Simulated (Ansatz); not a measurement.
A computed series for CoPt: response to strain

Take CoPt (space group P4/mmm, No. 123; a = 2.6770 Å, c = 3.7289 Å; ferromagnetic; relaxed with 0.1 eV smearing) as the base. Axes: x, y, z lie along a, b, c of the conventional cell.

Strains are applied to the cell and any free atomic positions relax; under biaxial strain the out-of-plane vector relaxes too; under stress the whole cell relaxes.

The values are results of r2SCAN/PAW in Ansatz (a first-principles code), without spin-orbit coupling, not measurements.

Notes on the quantities. energy relative to the base: free energy F; pressure: mean of the normal stresses, compression positive.

```tsv
variant	energy relative to the base	shortest interatomic distance	largest site moment	pressure
base	0 meV/atom	2.657 Å	2.20 μB	0.0 GPa
biaxial strain −1.38 %, plane normal [001], relaxed out of plane	–	2.640 Å	2.18 μB	3.9 GPa
isotropic strain +0.26 %	+0.6 meV/atom	2.664 Å	2.21 μB	-1.7 GPa
uniaxial strain ε_xx = −2.42 %	+12 meV/atom	2.612 Å	2.17 μB	6.3 GPa
uniaxial strain ε_yy = −2.94 %	+18 meV/atom	2.598 Å	2.16 μB	7.9 GPa
uniaxial strain ε_yy = +4.75 %	+36 meV/atom	2.677 Å	2.25 μB	-9.0 GPa
tensor shear ε_xy = −2.11 %	+1.2 meV/atom	2.629 Å	2.21 μB	0.9 GPa
tensor shear ε_xz = +1.05 %	+2.2 meV/atom	2.637 Å	2.20 μB	0.2 GPa
uniaxial stress, 1 GPa compression along x	+0.1 meV/atom	2.657 Å	2.20 μB	–
tensor shear ε_xy = +3.92 %	+4.8 meV/atom	2.605 Å	2.22 μB	2.0 GPa
```

Other magnetic orders, which the real material may have, were not ruled out. Stability under load was not tested beyond the relaxation.
